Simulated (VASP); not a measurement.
The system is GaP.

```
Ga P
1.0
     1.94301    1.12180    6.43081
    -1.94301    1.12180    6.43081
     0.00000   -2.24360    6.43081
Ga P
2 2
Direct
  0.43537 0.43537 0.43537
  0.56463 0.56463 0.56463
  0.05739 0.05739 0.05739
  0.94261 0.94261 0.94261
```

Measurements of this composition are mostly on another form, of space group No. 216.

Base run:

```yaml
Program: VASP 6.6.1
Functional: r2SCAN
Potentials_or_basis: VASP PAW PBE potentials, release 64 (Ga_d, P)
Cutoff: 520 eV
k_mesh: 5 × 5 × 5
Occupations: gaussian, width 0.01 eV
Spin: no spin polarisation
```

Its results: band gap on the k mesh 1.25 eV, indirect (least direct gap 1.48 eV); pressure -2.4 GPa; largest force 0.052 eV/Å.

**Question.** The run is repeated on the same cell with these changes: k mesh from 5 × 5 × 5 to 4 × 4 × 4. What comes out?

**Answer.** Band gap on the k mesh 1.07 eV, indirect (least direct gap 1.48 eV); pressure -2.2 GPa; largest force 0.052 eV/Å.

Caveats: some runs use coarse meshes; the PAW data sets were made with another functional, which shifts forces and pressure a little; an odd mesh through Γ misses points on the zone boundary, where band edges often lie (some runs).
